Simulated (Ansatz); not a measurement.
**Structure types of Si compared at 26 GPa**

Structure types of Si are relaxed in primitive cells with their symmetry kept at 26 GPa, first on PAW files, then by LAPW. The enthalpy is E + pV at zero temperature, without zero-point motion. Only the types listed were tried, and differences under about 5 meV/atom are mesh noise. The real phase may be another.

Computed with Ansatz 0.2.0; functional PBE, scalar-relativistic. Settings: Fermi–Dirac smearing of 0.1 eV, no spin polarisation. Methods: LAPW: all electrons, basis error target 0.5 meV/atom; PAW: frozen-core files, cutoff 420 eV.

k meshes: fcc 18×18×18, bcc 18×18×18, hcp 17×17×9, simple hexagonal 17×17×16, diamond 13×13×13, beta tin 17×17×17.

Q: Which type is lowest in enthalpy, and by how much?

A: simple hexagonal, 17 meV/atom below beta tin. The whole table:

```csv
start type,ends as,"a, b, c (Å)",V (Å³/atom),"H − H(lowest), LAPW (meV/atom)","same, PAW"
fcc,"fcc, Fm-3m","3.616, 3.616, 3.616",11.82,92.0,90.7
bcc,"bcc, Im-3m","2.896, 2.896, 2.896",12.15,121.9,120.9
hcp,"hcp, P6_3/mmc","2.548, 2.548, 4.212",11.84,50.8,49.6
simple hexagonal,"simple hexagonal, P6/mmm","2.496, 2.496, 2.368",12.77,0.0,0.0
diamond,"diamond, Fd-3m","5.124, 5.124, 5.124",16.82,435.7,437.5
beta tin,"beta tin, I4_1/amd","4.584, 4.584, 2.473",12.99,16.6,16.6
```

Q: Split the lead of simple hexagonal over beta tin into energy and pV.

A: For beta tin less simple hexagonal: ΔE = -17.8 meV/atom, and p·ΔV = 26 GPa × +0.2118 Å³ × 6.242 meV/(GPa·Å³) = +34.4 meV/atom, together 16.6 meV/atom. simple hexagonal wins by its smaller volume, against the internal energy.
